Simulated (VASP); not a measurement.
## AlN in VASP 6.6.1, single-point calculation

INCAR

```
PREC = Accurate
ISMEAR = -1
NELM = 66
NSW = 0
NBANDS = 11
NELECT = 7
EDIFF = 1E-7
IBRION = -1
LWAVE = .FALSE.
LREAL = .FALSE.
LCHARG = .FALSE.
GGA = PE
ENCUT = 520
LASPH = .TRUE.
SIGMA = 0.02
ISIF = 2
```

KPOINTS

```
KPOINTS created by Atomic Simulation Environment
0
Gamma
10 10 10
0 0 0
```

POSCAR

```
Al N
 1.0000000000000000
     0.0000000000000000    1.9583023921000000    1.9583023921000000
     1.9583023921000000    0.0000000000000000    1.9583023921000000
     1.9583023921000000    1.9583023921000000    0.0000000000000000
 Al  N
   1   1
Cartesian
  0.0000000000000000  0.0000000000000000  0.0000000000000000
  1.9583023921000000  1.9583023921000000  1.9583023921000000
```

The recommended PBE PAW datasets give the neutral cell 8 valence electrons.

Command

```
mpirun -np 1 vasp_std
```

**Question.** Predict the outcome of this run.

**Answer.** It converged. Results: pressure -96.9 GPa.

OSZICAR

```
N       E                     dE             d eps       ncg     rms          rms(c)
DAV:   1    -0.408061549790E+01   -0.40806E+01   -0.30662E+03  1066   0.483E+02
DAV:   2    -0.234713456238E+02   -0.19391E+02   -0.18726E+02  1278   0.120E+02
DAV:   3    -0.239823080128E+02   -0.51096E+00   -0.50880E+00  1239   0.174E+01
DAV:   4    -0.239841876692E+02   -0.18797E-02   -0.18795E-02  1181   0.115E+00
DAV:   5    -0.239842021116E+02   -0.14442E-04   -0.14442E-04  1211   0.958E-02    0.483E+00
DAV:   6    -0.242078106014E+02   -0.22361E+00   -0.27851E-01  1115   0.319E+00    0.220E+00
DAV:   7    -0.241784061795E+02    0.29404E-01   -0.37281E-01  1163   0.319E+00    0.104E+00
DAV:   8    -0.242197818430E+02   -0.41376E-01   -0.40353E-01  1139   0.335E+00    0.123E+00
DAV:   9    -0.241739667539E+02    0.45815E-01   -0.19285E-01  1130   0.232E+00    0.178E-01
DAV:  10    -0.241742800397E+02   -0.31329E-03   -0.29019E-03  1139   0.434E-01    0.148E-01
DAV:  11    -0.241749743921E+02   -0.69435E-03   -0.15491E-03  1112   0.203E-01    0.195E-01
DAV:  12    -0.241742318043E+02    0.74259E-03   -0.21928E-03  1133   0.248E-01    0.790E-02
DAV:  13    -0.241742009336E+02    0.30871E-04   -0.16099E-04  1160   0.806E-02    0.439E-02
DAV:  14    -0.241742006064E+02    0.32716E-06   -0.41897E-06  1251   0.131E-02    0.117E-02
DAV:  15    -0.241742003860E+02    0.22041E-06   -0.17631E-06  1175   0.701E-03    0.739E-03
DAV:  16    -0.241742004971E+02   -0.11105E-06   -0.20272E-08   571   0.135E-03    0.442E-03
DAV:  17    -0.241742005785E+02   -0.81441E-07   -0.31802E-09   562   0.554E-04
   1 F= -.24174201E+02 E0= -.24173291E+02  d E =-.181967E-02
```

The cell is charged and sits in a uniform background.

For comparison, a separate PBE run of the intended cell, on usual settings and not on those above, gives a gap of 5.12 eV on its mesh and a pressure of 36.3 GPa.
